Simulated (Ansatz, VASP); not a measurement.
This is a calculation of PbO (Litharge) for Ansatz 0.2.0.

File input.yaml:

```yaml
crystal:
  lattice:
    - [4.0682551615, 0.0, 0.0]
    - [0.0, 4.0682551615, 0.0]
    - [0.0, 0.0, 5.1082602403]
  atoms:
    - { symbol: Pb, position: [0.5, 0.0, 0.76] }
    - { symbol: Pb, position: [0.0, 0.5, 0.24] }
    - { symbol: O, position: [0.5, 0.5, 0.0] }
    - { symbol: O, position: [0.0, 0.0, 0.0] }
hamiltonian:
  xc: pbe
  pseudopotentials: { kind: paw }
kpoints:
  mp_grid: { grid: [7, 7, 6] }
scf:
  occupations: { method: fermi_dirac, width: 0.05 }
output:
  forces: true
  stress: true
  eigenvalues: true
```

Potentials or basis: Ansatz PAW.

Run with:

```console
$ ansatz run input.yaml --threads 1 --pin off --max-ram 3584MiB --backend cpu --events-out ev --progress --plain --runs-dir out
```

Question: Translate it to VASP 6.6.1. Potentials there: VASP PAW PBE potentials, release 64 (Pb_d, O).

Answer: As run (the cutoff follows the program's own potentials):

File INCAR:

```
SYSTEM = PbO
PREC = Accurate
ENCUT = 520
EDIFF = 1E-7
ISMEAR = -1
SIGMA = 0.05
LREAL = .False.
LASPH = .True.
NELM = 60
ALGO = Normal
ISIF = 2
LWAVE = .False.
LCHARG = .False.
GGA = PE
NBANDS = 28
```

Contents of KPOINTS:

```
Automatic mesh
0
Gamma
  7 7 6
  0 0 0
```

File POSCAR:

```
PbO
1.0
    4.0682551615      0.0000000000      0.0000000000
    0.0000000000      4.0682551615      0.0000000000
    0.0000000000      0.0000000000      5.1082602403
Pb O
2 2
Direct
    0.5000000000      0.0000000000      0.7600000000
    0.0000000000      0.5000000000      0.2400000000
    0.5000000000      0.5000000000      0.0000000000
    0.0000000000      0.0000000000      0.0000000000
```

Potentials or basis: VASP PAW PBE potentials, release 64 (Pb_d, O).

The run is started by

```console
$ cat potpaw_PBE.64/Pb_d/POTCAR potpaw_PBE.64/O/POTCAR > POTCAR
$ mpirun -np 1 vasp_std > vasp.out
```

Both were run:

|  | VASP | Ansatz | Ansatz less VASP |
| --- | --- | --- | --- |
| gap on the k mesh at the Fermi level (eV) | 1.49 | 1.49 | -0.007 |
| least direct gap on the mesh (eV) | 2.21 | 2.21 | 0.000 |
| pressure (GPa) | -1.5 | -1.5 | -0.04 |
| largest component of the traceless stress (GPa) | 0.32 | 0.30 | -0.016 |
| rms of the force components (eV/Å) | 0.276 | 0.288 | +0.0130 |

Atom by atom the forces differ by 0.013 eV/Å (rms over components).

Caveats: spin-orbit coupling is left out, which as a rule narrows the gap of such compounds by several tenths of an eV; an odd mesh through Γ misses points on the zone boundary, where band edges often lie (VASP); odd divisions of the mesh miss points on the zone boundary, where band edges often lie, so the gap on the mesh can be too wide (Ansatz).
